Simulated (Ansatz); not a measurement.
Rocksalt PbTe at its r2SCAN geometry, run in the PAW code Ansatz at 2 levels of theory. Spin-unpolarised throughout; all numbers are computed.

The HSE06 input:
```yaml
crystal:
  lattice:
    - [0.0, 3.2678368409, 3.2678368409]
    - [3.2678368409, 0.0, 3.2678368409]
    - [3.2678368409, 3.2678368409, 0.0]
  atoms:
    - { symbol: Pb, position: [0.0, 0.0, 0.0] }
    - { symbol: Te, position: [0.5, 0.5, 0.5] }
kpoints:
  mp_grid: { grid: [6, 6, 6] }
  band_path:
    path:
      - [0.0, 0.0, 0.0]
      - [0.5, 0.0, 0.5]
      - [0.625, 0.25, 0.625]
      - [0.375, 0.375, 0.75]
      - [0.5, 0.5, 0.5]
      - [0.5, 0.25, 0.75]
      - [0.0, 0.0, 0.5]
    npoints: 1
hamiltonian:
  xc: hse06
scf:
  occupations: { method: fixed }
  n_extra_bands: 4
output:
  forces: true
  stress: true
  eigenvalues: true
  write_density: true
  write_potential: true
  elf: true
  volumetric_format: npy
```

Main results, then, where recorded, the levels near the gap in eV from the Fermi energy (columns number the bands from 0), one row a point of the path (Γ, X, U, K, L, W, L):
```
Crystal: 2 atoms, lattice volume = 69.793 Å³
Symmetry: 48 space group operations
Space group: Fm-3m (ITA 225)
```
```
Basis set: ecut = 420 eV, 1363 PW (Γ)
k-points: 16 of 216
SCF 1 stopped early in 2 iterations: F = -18887.186345 eV  dr2 = 4.55e-5
Exchange kernel: α = 0.2500, screened, ω = 0.2079 Å⁻¹, Wigner–Seitz truncation, v(0) = 1046.9055 eV·Å³, q-mesh 6×6×6
SCF 2 stopped early in 6 iterations: F = -18895.302821 eV  dr2 = 2.20e-6
hybrid outer 1: dexx = +5.855e-3 eV, tail = 5.88e-5 eV
SCF 3 converged in 4 iterations: F = -18895.302745 eV  dr2 = 5.54e-10
hybrid outer 2: dexx = +2.126e-7 eV, tail = 6.39e-9 eV, Δε = 2.38e-3 eV
Free energy (F): -18895.302745 eV
Fermi energy:    7.897767 eV
--- Stress (GPa, compression-positive) ---
       -0.339501       0.000000       0.000000
        0.000000      -0.339501       0.000000
        0.000000       0.000000      -0.339501
  P = ⅓ Tr σ = -0.3395 GPa (-3.395 kbar)
```
```tsv
band_10	band_11	band_12	band_13	band_14	band_15	band_16	band_17
-12.997	-5.976	-1.440	-1.440	-1.440	4.706	4.706	4.706
-11.232	-7.787	-4.781	-2.970	-2.970	3.853	6.129	6.129
-11.141	-8.509	-4.370	-2.427	-2.164	4.105	4.317	5.761
-11.141	-8.509	-4.370	-2.427	-2.164	4.105	4.317	5.761
-11.495	-9.198	-0.987	-0.987	0.000	1.198	1.727	1.727
-11.075	-8.525	-4.015	-4.015	-0.408	2.152	5.861	5.861
-11.495	-9.198	-0.987	-0.987	0.000	1.198	1.727	1.727
```

HSE06 gives a direct gap of 1.20 eV at L.

Question: In the first input these blocks are replaced (the band path and keys that only write files left aside):
```yaml
hamiltonian:
  xc: pbe0
```
What comes out?

Answer:
```
Basis set: ecut = 420 eV, 1363 PW (Γ)
k-points: 16 of 216
SCF 1 stopped early in 2 iterations: F = -18887.186217 eV  dr2 = 4.71e-5
SCF 2 stopped early in 6 iterations: F = -18891.390332 eV  dr2 = 3.40e-6
hybrid outer 1: dexx = +1.080e-2 eV, tail = 7.06e-5 eV
SCF 3 converged in 4 iterations: F = -18891.390292 eV  dr2 = 7.64e-9
hybrid outer 2: dexx = +8.357e-7 eV, tail = 2.49e-8 eV, Δε = 2.51e-3 eV
Free energy (F): -18891.390292 eV
Fermi energy:    7.623344 eV
--- Stress (GPa, compression-positive) ---
       -0.297176       0.000000       0.000000
        0.000000      -0.297176       0.000000
        0.000000       0.000000      -0.297176
  P = ⅓ Tr σ = -0.2972 GPa (-2.972 kbar)
```
```tsv
band_10	band_11	band_12	band_13	band_14	band_15	band_16	band_17
-13.141	-6.083	-1.517	-1.517	-1.517	5.355	5.355	5.355
-11.363	-7.927	-4.937	-3.082	-3.082	4.447	6.800	6.800
-11.268	-8.660	-4.530	-2.510	-2.240	4.726	4.942	6.381
-11.268	-8.660	-4.530	-2.510	-2.240	4.726	4.942	6.381
-11.624	-9.353	-1.014	-1.014	0.000	1.745	2.282	2.282
-11.202	-8.675	-4.153	-4.153	-0.425	2.720	6.511	6.511
-11.624	-9.353	-1.014	-1.014	0.000	1.745	2.282	2.282
```
With PBE0 the gap is 1.74 eV and direct, at L. The mean stress, -0.3 GPa, is small, and the program warns that its thresholds are loose for a hybrid's stress.

Totals of different functionals can't be compared.

Spin-orbit coupling is left out; in compounds of Pb, Bi, Tl or Hg it can lower a gap by up to about 1 eV, split its edges or invert the bands.
